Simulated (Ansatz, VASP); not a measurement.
One calculation of GaP, two programs

Contents of POSCAR:

```
GaP
1.0
    0.0000000000      2.7492622505      2.7492622505
    2.7492622505      0.0000000000      2.7492622505
    2.7492622505      2.7492622505      0.0000000000
Ga P
1 1
Direct
    0.0000000000      0.0000000000      0.0000000000
    0.2500000000      0.2500000000      0.2500000000
```

File INCAR.step1:

```
  PREC = Accurate
  ENCUT = 520
  ISMEAR = 0
  SIGMA = 0.01
  LREAL = False
  LASPH = True
  NELM = 80
  NBANDS = 16
  GGA = PE
  ALGO = Normal
  EDIFF = 1E-4
  LWAVE = True
  LCHARG = False
```

Contents of INCAR.step2:

```
  PREC = Accurate
  ENCUT = 520
  EDIFF = 1E-7
  ISMEAR = 0
  SIGMA = 0.01
  LREAL = False
  LASPH = True
  NELM = 80
  ALGO = Normal
  ISIF = 2
  LWAVE = False
  LCHARG = False
  METAGGA = R2SCAN
  LMIXTAU = True
  NBANDS = 16
  ISTART = 1
```

KPOINTS

```
Automatic mesh
0
Gamma
  6 6 6
```

Input for Ansatz:

```yaml
crystal:
  lattice:
    - [0.0, 2.7492622504741933, 2.7492622504741933]
    - [2.7492622504741933, 0.0, 2.7492622504741933]
    - [2.7492622504741933, 2.7492622504741933, 0.0]
  atoms:
    - { symbol: Ga, position: [0.0, 0.0, 0.0] }
    - { symbol: P, position: [0.25, 0.25, 0.25] }
basis:
  ecutwfc: 600.0
kpoints:
  mp_grid:
    grid: [6, 6, 6]
hamiltonian:
  xc: r2scan
  pseudopotentials:
    kind: paw
scf:
  convergence:
    dr2_threshold: 1.0e-09
  occupations:
    method: fixed
output:
  stress: true
```

Alike in both runs: task single point; functional r2SCAN; k mesh 6 × 6 × 6; no spin polarisation.

|  | VASP | Ansatz |
| --- | --- | --- |
| version | VASP 6.6.1 | Ansatz 0.2.0 |
| potentials or method | VASP PAW PBE potentials, release 64 (Ga_d, P) | plane waves, PAW |
| plane-wave cutoff (eV) | 520 | 600 |
| occupations | gaussian, width 0.01 eV | fixed |
| valence electrons in the cell | 18 | 18 |

Ansatz gave:

| Quantity | Value |
| --- | --- |
| pressure (GPa) | -2.1 |

**Question.** Estimate VASP's values.

**Answer.** Pressure (GPa): -2.2.

Ansatz warned: «stress_scf_threshold_loose».

Caveats: the PAW data sets were made with another functional, which shifts forces and pressure a little (VASP). A k mesh can miss the band edges. r2SCAN opens gaps a little over a GGA but as a rule still falls short of measured ones.
